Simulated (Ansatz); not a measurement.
# Pressure series in InCuS2

Start from InCuS2 in the chalcopyrite structure (space group I-42d, No. 122; a = 5.577 Å, c = 11.234 Å).

Cell and atoms are relaxed at each pressure.

Method: Kohn–Sham DFT with the PBE functional, run in Ansatz (a first-principles code) with PAW and 420 eV plane waves, spin-orbit coupling left out.

```tsv
pressure (GPa)	volume per atom (Å³/atom)
-2	22.586
-1	22.194
0	21.839
0.9	21.546
2.1	21.190
9	19.618
15	?
22.5	17.715
30	16.968
```

### Question
Fit the third-order Birch–Murnaghan form P(V) = (3B₀/2)[(V₀/V)^(7/3) − (V₀/V)^(5/3)]·[1 + (3/4)(B₀′ − 4)((V₀/V)^(2/3) − 1)] (squares taken in P) to the rows shown and predict the withheld row.

### Answer
Least squares on the printed values gives V₀ = 21.840 Å³/atom, B₀ = 65.1 GPa, B₀′ = 4.7; this predicts 18.646 Å³/atom, and the run gives 18.651 Å³/atom, 0.005 higher.

Load acts through the strain it causes; cell and atoms are relaxed under it. Whether these cells are dynamically stable was not tested. Competing high-pressure phases were not computed. All final runs are without spin polarisation.
